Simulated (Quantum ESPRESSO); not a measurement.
# Al (Fm-3m) in Quantum ESPRESSO: a series of runs

One crystal, Al, is run at these levels: RPBE, BLYP, revPBE; tasks: phonons.

All numbers are computed with Quantum ESPRESSO 7.5; they aren't measurements. Logs are shortened: lines on timing, memory, paths and dates and some standing lists are left out, and cuts for length are marked.

## 1. Starting point

It takes space group Fm-3m (No. 225, cubic). Conventional cell: a = 4.050 Å, b = 4.050 Å, c = 4.050 Å, α = 90.00°, β = 90.00°, γ = 90.00°. Al (site symmetry m-3m) is surrounded by 12 Al at 2.86 Å.

## 2. Phonons, RPBE

Input file pw.in:

```
&CONTROL
  calculation = 'scf'
  prefix = 'pwscf'
  outdir = './tmp'
  pseudo_dir = './pseudo'
  tprnfor = .true.
  tstress = .true.
  disk_io = 'low'
/
&SYSTEM
  ibrav = 0
  nat = 1
  ntyp = 1
  ecutwfc = 45
  ecutrho = 360
  nbnd = 6
  input_dft = 'rpbe'
  occupations = 'smearing'
  smearing = 'mv'
  degauss = 0.01469973
/
&ELECTRONS
  conv_thr = 2d-10
  electron_maxstep = 120
  mixing_beta = 0.5
/
ATOMIC_SPECIES
Al    26.9815 al_pbe_v1.uspp.F.UPF
CELL_PARAMETERS bohr
   0.0000000000    3.8263269058    3.8263269058
   3.8263269058    0.0000000000    3.8263269058
   3.8263269058    3.8263269058    0.0000000000
ATOMIC_POSITIONS bohr
Al     0.0000000000    0.0000000000    0.0000000000
K_POINTS automatic
11 11 11 0 0 0
```

Input file relax.in:

```
&CONTROL
  calculation = 'vc-relax'
  prefix = 'pwscf'
  outdir = './tmp'
  pseudo_dir = './pseudo'
  tprnfor = .true.
  tstress = .true.
  disk_io = 'low'
  nstep = 40
  forc_conv_thr = 0.0001
  etot_conv_thr = 1d-06
/
&SYSTEM
  ibrav = 0
  nat = 1
  ntyp = 1
  ecutwfc = 45
  ecutrho = 360
  nbnd = 6
  input_dft = 'rpbe'
  occupations = 'smearing'
  smearing = 'mv'
  degauss = 0.01469973
/
&ELECTRONS
  conv_thr = 2d-10
  electron_maxstep = 120
  mixing_beta = 0.5
/
&IONS
  ion_dynamics = 'bfgs'
/
&CELL
  cell_dynamics = 'bfgs'
  press = 0
  press_conv_thr = 0.2
/
ATOMIC_SPECIES
Al    26.9815 al_pbe_v1.uspp.F.UPF
CELL_PARAMETERS bohr
   0.0000000000    3.8263269058    3.8263269058
   3.8263269058    0.0000000000    3.8263269058
   3.8263269058    3.8263269058    0.0000000000
ATOMIC_POSITIONS bohr
Al     0.0000000000    0.0000000000    0.0000000000
K_POINTS automatic
11 11 11 0 0 0
```

Input file scf2.in:

```
&CONTROL
  calculation = 'scf'
  prefix = 'pwscf'
  outdir = './tmp'
  pseudo_dir = './pseudo'
  tprnfor = .true.
  tstress = .true.
  disk_io = 'low'
/
&SYSTEM
  ibrav = 0
  nat = 1
  ntyp = 1
  ecutwfc = 45
  ecutrho = 360
  nbnd = 6
  input_dft = 'rpbe'
  occupations = 'smearing'
  smearing = 'mv'
  degauss = 0.01469973
/
&ELECTRONS
  conv_thr = 1d-13
  electron_maxstep = 120
  mixing_beta = 0.5
  startingpot = 'file'
  startingwfc = 'file'
/
ATOMIC_SPECIES
Al    26.9815 al_pbe_v1.uspp.F.UPF
CELL_PARAMETERS bohr
   0.0000000000    3.8373323289    3.8373323289
   3.8373323289    0.0000000000    3.8373323289
   3.8373323289    3.8373323289    0.0000000000
ATOMIC_POSITIONS bohr
Al     0.0000000000    0.0000000000    0.0000000000
K_POINTS automatic
11 11 11 0 0 0
```

Input file ph.in:

```
phonons of Al
&INPUTPH
  prefix = 'pwscf'
  outdir = './tmp'
  tr2_ph = 1d-18
  fildyn = 'dyn'
  niter_ph = 90
  alpha_mix(1) = 0.4
/
0.0000000000 0.7071067812 0.0000000000
```

Potentials or basis: GBRV 1.5 PBE.

Started as:

```
$ OMP_NUM_THREADS=1 pw.x -in pw.in > pw.out
$ OMP_NUM_THREADS=1 pw.x -in relax.in > relax.out
$ OMP_NUM_THREADS=1 pw.x -in scf2.in > scf2.out
$ OMP_NUM_THREADS=1 ph.x -in ph.in > ph.out
```

pw.out:

```text
This program is part of the open-source Quantum ESPRESSO suite
     for quantum simulation of materials; please cite
         "P. Giannozzi et al., J. Phys.:Condens. Matter 21 395502 (2009);
         "P. Giannozzi et al., J. Phys.:Condens. Matter 29 465901 (2017);
         "P. Giannozzi et al., J. Chem. Phys. 152 154105 (2020);
     in publications or presentations arising from this work. More details at

     IMPORTANT: XC functional enforced from input :
     Exchange-correlation= RPBE
                           (   1   4  44   4   0   0   0)
     Any further DFT definition will be discarded
     Please, verify this is what you really want

     Message from routine setup:
     using ibrav=0 with symmetry is DISCOURAGED, use correct ibrav instead

     G-vector sticks info
     --------------------
     sticks:   dense  smooth     PW     G-vecs:    dense   smooth      PW
     Sum         733     367    121                12939     4621     893

     Using Slab Decomposition

     bravais-lattice index     =            0
     lattice parameter (alat)  =       5.4112  a.u.
     unit-cell volume          =     112.0408 (a.u.)^3
     number of atoms/cell      =            1
     number of atomic types    =            1
     number of electrons       =         3.00
     number of Kohn-Sham states=            6
     kinetic-energy cutoff     =      45.0000  Ry
     charge density cutoff     =     360.0000  Ry
     scf convergence threshold =      2.0E-10
     mixing beta               =       0.5000
     number of iterations used =            8  plain     mixing
     Exchange-correlation= RPBE
                           (   1   4  44   4   0   0   0)

     celldm(1)=   5.411243  celldm(2)=   0.000000  celldm(3)=   0.000000
     celldm(4)=   0.000000  celldm(5)=   0.000000  celldm(6)=   0.000000

     crystal axes: (cart. coord. in units of alat)
               a(1) = (   0.000000   0.707107   0.707107 )
               a(2) = (   0.707107   0.000000   0.707107 )
               a(3) = (   0.707107   0.707107   0.000000 )

     reciprocal axes: (cart. coord. in units 2 pi/alat)
               b(1) = ( -0.707107  0.707107  0.707107 )
               b(2) = (  0.707107 -0.707107  0.707107 )
               b(3) = (  0.707107  0.707107 -0.707107 )

     PseudoPot. # 1 for Al read from file:
     al_pbe_v1.uspp.F.UPF
     Pseudo is Ultrasoft + core correction, Zval =  3.0
     Generated by new atomic code, or converted to UPF format
     Using radial grid of  893 points,  3 beta functions with:
                l(1) =   0
                l(2) =   1
                l(3) =   2
     Q(r) pseudized with  8 coefficients,  rinner =    0.900   0.900   0.900
                                                       0.900   0.900

     atomic species   valence    mass     pseudopotential
     Al                3.00    26.98150     Al( 1.00)

     48 Sym. Ops., with inversion, found

   Cartesian axes

     site n.     atom                  positions (alat units)
         1        Al     tau(   1) = (   0.0000000   0.0000000   0.0000000  )

     number of k points=    56  Marzari-Vanderbilt smearing, width (Ry)=  0.0147
                       cart. coord. in units 2pi/alat
        k(    1) = (   0.0000000   0.0000000   0.0000000), wk =   0.0015026
        k(    2) = (   0.0642824   0.0642824  -0.0642824), wk =   0.0120210
        k(    3) = (   0.1285649   0.1285649  -0.1285649), wk =   0.0120210
        k(    4) = (   0.1928473   0.1928473  -0.1928473), wk =   0.0120210
        k(    5) = (   0.2571297   0.2571297  -0.2571297), wk =   0.0120210
        k(    6) = (   0.3214122   0.3214122  -0.3214122), wk =   0.0120210
[... 48 lines left out ...]
        k(   55) = (  -0.0642824  -0.4499770   0.7071068), wk =   0.0360631
        k(   56) = (   0.0000000  -0.3856946   0.6428243), wk =   0.0360631

     Dense  grid:    12939 G-vectors     FFT dimensions: (  36,  36,  36)

     Smooth grid:     4621 G-vectors     FFT dimensions: (  24,  24,  24)

     Initial potential from superposition of free atoms

     starting charge       2.9975, renormalised to       3.0000
     Starting wfcs are    4 randomized atomic wfcs +    2 random wfcs

     Self-consistent Calculation

     iteration #  1     ecut=    45.00 Ry     beta= 0.50
     Davidson diagonalization with overlap
     ethr =  1.00E-02,  avg # of iterations =  5.6

     Threshold (ethr) on eigenvalues was too large:
     Diagonalizing with lowered threshold

     Davidson diagonalization with overlap
     ethr =  2.20E-04,  avg # of iterations =  2.0

     total energy              =      -6.72656507 Ry
     estimated scf accuracy    <       0.00658644 Ry

     iteration #  2     ecut=    45.00 Ry     beta= 0.50
     Davidson diagonalization with overlap
     ethr =  2.20E-04,  avg # of iterations =  1.0

     total energy              =      -6.72622834 Ry
     estimated scf accuracy    <       0.00142780 Ry

     iteration #  3     ecut=    45.00 Ry     beta= 0.50
     Davidson diagonalization with overlap
     ethr =  4.76E-05,  avg # of iterations =  1.3

     total energy              =      -6.72627308 Ry
     estimated scf accuracy    <       0.00000337 Ry

     iteration #  4     ecut=    45.00 Ry     beta= 0.50
     Davidson diagonalization with overlap
     c_bands:  1 eigenvalues not converged
     ethr =  1.12E-07,  avg # of iterations =  3.6

     total energy              =      -6.72627357 Ry
     estimated scf accuracy    <       0.00000003 Ry

     iteration #  5     ecut=    45.00 Ry     beta= 0.50
     Davidson diagonalization with overlap
     ethr =  1.14E-09,  avg # of iterations =  1.4

     total energy              =      -6.72627357 Ry
     estimated scf accuracy    <          8.8E-10 Ry

     iteration #  6     ecut=    45.00 Ry     beta= 0.50
     Davidson diagonalization with overlap
     ethr =  2.92E-11,  avg # of iterations =  1.4

     End of self-consistent calculation

          k = 0.0000 0.0000 0.0000 (   537 PWs)   bands (ev):

    -3.2090  20.4937  20.4937  21.7975  21.7975  21.7975

          k = 0.0643 0.0643-0.0643 (   555 PWs)   bands (ev):

    -2.9853  17.5591  19.8204  19.8204  22.4980  22.7982

          k = 0.1286 0.1286-0.1286 (   567 PWs)   bands (ev):

    -2.3157  13.9325  19.0831  19.0831  22.2678  23.6340

          k = 0.1928 0.1928-0.1928 (   573 PWs)   bands (ev):

    -1.2057  10.5174  18.6743  18.6743  22.0567  22.1448

          k = 0.2571 0.2571-0.2571 (   580 PWs)   bands (ev):

     0.3357   7.4154  18.6288  18.6288  20.7339  20.7339

          k = 0.3214 0.3214-0.3214 (   574 PWs)   bands (ev):

     2.2926   4.6727  18.9505  18.9505  19.6695  19.6695

          k = 0.1286 0.0000-0.0000 (   564 PWs)   bands (ev):

    -2.9108  18.5609  18.5609  18.8828  21.1348  24.1476

          k = 0.1928 0.0643-0.0643 (   564 PWs)   bands (ev):

    -2.3900  15.2492  17.6393  18.9717  21.4745  22.2027

          k = 0.2571 0.1286-0.1286 (   573 PWs)   bands (ev):

    -1.4272  11.7870  17.0856  18.6229  19.9175  23.6113

          k = 0.3214 0.1928-0.1928 (   575 PWs)   bands (ev):

    -0.0301   8.5897  16.9067  18.3045  18.5121  23.1728

          k = 0.3857 0.2571-0.2571 (   577 PWs)   bands (ev):

     1.7883   5.7303  17.0777  17.1052  18.7379  22.0096

          k =-0.2571-0.3857 0.3857 (   573 PWs)   bands (ev):

     3.2121   4.0448  16.2243  17.6812  19.3572  21.1968
[... 15 lines left out ...]
    -2.6130  16.0887  17.0718  21.0699  22.0841  23.1894

          k = 0.2571 0.0000-0.0000 (   572 PWs)   bands (ev):

    -2.0191  16.5689  16.5689  16.7211  19.4877  19.8141

          k = 0.3214 0.0643-0.0643 (   574 PWs)   bands (ev):

    -1.2060  13.3721  15.8774  17.1723  17.4237  20.3368

          k = 0.3857 0.1286-0.1286 (   571 PWs)   bands (ev):

     0.0423  10.1413  15.5661  15.5674  17.1965  22.4460

          k = 0.4500 0.1928-0.1928 (   577 PWs)   bands (ev):

     1.7143   7.1930  14.1696  15.6354  17.3445  24.7114

          k =-0.1928-0.4500 0.4500 (   570 PWs)   bands (ev):

     3.7752   4.6137  13.1663  16.0855  17.8636  23.8002

          k =-0.1286-0.3857 0.3857 (   570 PWs)   bands (ev):

     2.3648   6.2719  12.5756  16.9153  18.7734  23.2401

          k =-0.0643-0.3214 0.3214 (   571 PWs)   bands (ev):

     0.5542   9.0603  12.4377  18.1197  20.0580  23.0288

          k = 0.0000-0.2571 0.2571 (   568 PWs)   bands (ev):

    -0.8375  11.7344  13.1579  19.6796  21.6648  22.7907

          k = 0.3857 0.0000-0.0000 (   568 PWs)   bands (ev):

    -0.5443  15.0059  15.0418  15.0521  15.0521  18.4480

          k = 0.4500 0.0643-0.0643 (   570 PWs)   bands (ev):

     0.5518  11.9988  13.1031  14.6095  15.8884  19.1661

          k = 0.5143 0.1286-0.1286 (   572 PWs)   bands (ev):

     2.0706   9.0265  11.5442  14.5493  16.1172  21.5335

          k =-0.1286-0.5143 0.5143 (   567 PWs)   bands (ev):

     3.9878   6.3493  10.3955  14.8714  16.5505  24.4257

          k =-0.0643-0.4500 0.4500 (   571 PWs)   bands (ev):

     4.0057   6.2770   9.7081  15.5755  17.3546  26.0878

          k =-0.0000-0.3857 0.3857 (   570 PWs)   bands (ev):

     2.0768   8.4275   9.9301  16.6600  18.5388  25.6230

          k = 0.5143 0.0000-0.0000 (   568 PWs)   bands (ev):

     1.4921  10.9714  13.8449  14.0365  14.0365  17.4490

          k = 0.5785 0.0643-0.0643 (   573 PWs)   bands (ev):

     2.8481   9.2508  11.2062  13.8469  15.0545  18.4207

          k =-0.0643-0.5785 0.5785 (   570 PWs)   bands (ev):

     4.5723   7.9231   8.5734  14.0403  15.5603  21.0563

          k =-0.0000-0.5143 0.5143 (   574 PWs)   bands (ev):

     6.0248   6.2152   7.7042  14.6166  16.2772  24.2225

          k = 0.6428-0.0000 0.0000 (   584 PWs)   bands (ev):

     4.0075   7.4319  13.2612  13.5280  13.5280  16.9231

          k =-0.0000-0.6428 0.6428 (   578 PWs)   bands (ev):

     5.1073   6.4846  10.9265  13.5925  14.7744  18.1656

          k = 0.2571 0.1286 0.0000 (   568 PWs)   bands (ev):

    -1.7229  13.9262  15.1294  19.6979  19.8340  21.5573

          k = 0.3214 0.1928-0.0643 (   573 PWs)   bands (ev):

    -0.6170  10.9840  14.2561  17.8508  20.0512  23.0336

          k = 0.3857 0.2571-0.1286 (   576 PWs)   bands (ev):

     0.9180   7.9495  14.1442  16.3504  20.1040  22.3231

          k =-0.2571-0.3857 0.5143 (   570 PWs)   bands (ev):

     2.8651   5.2331  14.4454  15.2491  20.4450  21.2727

          k = 0.3857 0.1286-0.0000 (   573 PWs)   bands (ev):

    -0.2507  12.2863  13.5611  15.3471  18.2947  20.2813

          k = 0.4500 0.1928-0.0643 (   572 PWs)   bands (ev):

     1.1342   9.6041  12.8769  13.7180  18.8273  22.0957

          k =-0.1928-0.4500 0.5785 (   569 PWs)   bands (ev):

     2.9335   6.8289  12.3045  13.1634  19.1690  23.9147

          k =-0.1286-0.3857 0.5143 (   569 PWs)   bands (ev):

     4.3421   5.1619  11.4775  13.7155  19.8085  23.2137

          k =-0.0643-0.3214 0.4500 (   567 PWs)   bands (ev):

     2.2918   7.6707  11.0765  14.7070  20.7927  22.7024

          k = 0.0000-0.2571 0.3857 (   572 PWs)   bands (ev):

     0.6266  10.0835  11.5576  16.0941  22.0308  22.0511

          k = 0.5143 0.1286 0.0000 (   578 PWs)   bands (ev):

     1.7817  11.1871  11.2068  12.5943  17.2291  19.3451

          k =-0.1286-0.5143 0.6428 (   571 PWs)   bands (ev):

     3.4204   8.7495   9.8396  12.1728  18.0461  21.4193

          k =-0.0643-0.4500 0.5785 (   567 PWs)   bands (ev):

     5.4030   6.2697   8.8698  12.5828  18.6623  24.3501

          k = 0.0000-0.3857 0.5143 (   574 PWs)   bands (ev):

     4.0751   7.3220   8.8078  13.4423  19.5676  25.2729

          k =-0.0643-0.5785 0.7071 (   575 PWs)   bands (ev):

     4.2904   7.7086  10.6361  12.0294  16.6914  18.8535

          k =-0.0000-0.5143 0.6428 (   572 PWs)   bands (ev):

     5.6614   7.0336   8.5374  11.8926  17.7815  21.1843

          k =-0.1928-0.4500 0.7071 (   567 PWs)   bands (ev):

     2.6468   8.9803  10.4209  12.1596  21.0270  22.4567

          k =-0.1286-0.3857 0.6428 (   566 PWs)   bands (ev):

     4.5554   6.8327  10.1603  11.0722  21.9203  22.8085

          k =-0.0643-0.4500 0.7071 (   568 PWs)   bands (ev):

     5.1354   8.4280   8.4899  10.0399  20.5041  22.1145

          k = 0.0000-0.3857 0.6428 (   578 PWs)   bands (ev):

     6.5206   6.7688   8.2001  10.0730  21.7175  24.4708

     the Fermi energy is     7.9266 ev

!    total energy              =      -6.72627357 Ry
     estimated scf accuracy    <          4.3E-12 Ry
     smearing contrib. (-TS)   =       0.00001797 Ry
     internal energy E=F+TS    =      -6.72629154 Ry

     The total energy is F=E-TS. E is the sum of the following terms:
     one-electron contribution =       2.96436421 Ry
     hartree contribution      =       0.00825794 Ry
     xc contribution           =      -4.30682884 Ry
     ewald contribution        =      -5.39208485 Ry

     convergence has been achieved in   6 iterations

     Forces acting on atoms (cartesian axes, Ry/au):

     atom    1 type  1   force =     0.00000000    0.00000000    0.00000000

     Total force =     0.000000     Total SCF correction =     0.000000

     Computing stress (Cartesian axis) and pressure

          total   stress  (Ry/bohr**3)                   (kbar)     P=        6.75
   0.00004589  -0.00000000  -0.00000000            6.75       -0.00       -0.00
  -0.00000000   0.00004589  -0.00000000           -0.00        6.75       -0.00
  -0.00000000  -0.00000000   0.00004589           -0.00       -0.00        6.75

=------------------------------------------------------------------------------=
   JOB DONE.
=------------------------------------------------------------------------------=
```

Wall time 20 s (1 thread of Intel Xeon 6975P-C (Granite Rapids), shared host); peak memory 0.09 GiB.

Results:

* Free energy: -91.5159 eV
* Relaxed volume: 16.75 Å³/atom
* Relaxed cell: a = 2.872 Å, b = 2.872 Å, c = 2.872 Å, α = 60.00°, β = 60.00°, γ = 60.00°
* Space group after relaxing (to 0.05 Å): Fm-3m (No. 225)
* Pressure after relaxing: 0.0 GPa
* Band gap on the k mesh: none (metal or under the smearing width)
* Highest phonon frequency at the q point run: 322 cm⁻¹

The path:
```tsv
step	energy change (eV)	largest force (eV/Å)	pressure (GPa)	volume (Å³)
1	0.0000	0.0000	0.68	16.60
2	-0.0002	0.0000	0.40	16.66
3	-0.0003	0.0000	0.11	16.72
4	-0.0003	0.0000	0.00	16.75
```

Final structure:
```
Al
1.0
     0.00000    2.03063    2.03063
     2.03063    0.00000    2.03063
     2.03063    2.03063    0.00000
Al
1
Direct
  0.00000 0.00000 0.00000
```

Levels at points of the mesh, in eV from the Fermi level:
```tsv
k point	band 1	band 2	band 3	band 4	band 5
(0.00, 0.00, 0.00)	-11.08	12.52	12.52	13.76	13.76
```

Phonon frequencies in cm⁻¹ (negative: imaginary):
| q point | frequencies |
| --- | --- |
| (0.500, 0.000, 0.500) | 194 194 322 |

Phonon modes at q = (0.500, 0.000, 0.500) in reciprocal lattice units:
| mode | symmetry | cm⁻¹ |
| --- | --- | --- |
| 1 | E_u | 194 |
| 2 | E_u | 194 |
| 3 | A_2u | 322 |

Caveat: the potentials were made for another functional, which shifts forces and pressure; the q point doesn't lie on the k mesh, which can shift a metal's frequencies strongly unless the mesh is converged.

(Continued in part 2 of 3.)
